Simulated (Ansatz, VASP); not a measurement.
Two plane-wave programs on Ru

Contents of INCAR:

```
  ALGO = Normal
  EDIFF = 1E-8
  ENCUT = 520
  GGA = PE
  ISIF = 2
  ISMEAR = -1
  LASPH = T
  LCHARG = F
  LEFG = T
  LREAL = F
  LWAVE = F
  NBANDS = 21
  NELM = 100
  PREC = Accurate
  SIGMA = 0.03
```

KPOINTS

```
k-points
0
Gamma
  14 14 8
```

The input POSCAR:

```
Ru
1.0
    2.7057993342     -0.0270579933      0.0000000000
   -1.3763325767      2.3568199577      0.0000000000
    0.0000000000      0.0000000000      4.2819000000
Ru
2
Direct
    0.3333333333      0.6666666667      0.2500000000
    0.6666666667      0.3333333333      0.7500000000
```

Input for Ansatz:

```yaml
crystal:
  lattice:
    - [2.7057993342, -0.0270579933, 0.0]
    - [-1.3763325767, 2.3568199577, 0.0]
    - [0.0, 0.0, 4.2819]
  atoms:
    - { symbol: Ru, position: [0.3333333333, 0.6666666667, 0.25] }
    - { symbol: Ru, position: [0.6666666667, 0.3333333333, 0.75] }
kpoints:
  mp_grid: { grid: [14, 14, 8] }
scf:
  occupations: { method: fermi_dirac, width: 0.03 }
hamiltonian:
  xc: pbe
  pseudopotentials: { kind: paw }
output:
  forces: true
  stress: true
  eigenvalues: true
  efg: { contact_densities: true }
```

Change from the starting cell: xy shear strain of -2 %, PAW files.

Alike in both runs: task electric field gradients; functional PBE; k mesh 14 × 14 × 8; occupations fermi-dirac, width 0.03 eV; no spin polarisation.

```csv
,VASP,Ansatz
version,VASP 6.6.1,Ansatz 0.2.0
potentials or method,"VASP PAW PBE potentials, release 64 (Ru_pv)","PAW with Ansatz's default frozen-core files, scalar-relativistic"
plane-wave cutoff (eV),520,420
valence electrons in the cell,28,32
```

Ansatz gave:

```
pressure (GPa)                                                 : 4.7
largest component of the traceless stress (GPa)                : 4.01
rms of the force components (eV/Å)                             : 0.051
Vzz of the field gradient on the site that differs most (V/Å²) : -9.2
```

Q: Estimate VASP's values.

A: Pressure (GPa): 4.6; largest component of the traceless stress (GPa): 4.01; rms of the force components (eV/Å): 0.051; Vzz of the field gradient on the site that differs most (V/Å²): -13.1.

Atom by atom the forces differ by 0.000 eV/Å (rms over components). The two sets of potentials don't hold the same shells in valence. Ansatz warned: «gradients_without_spin_orbit».
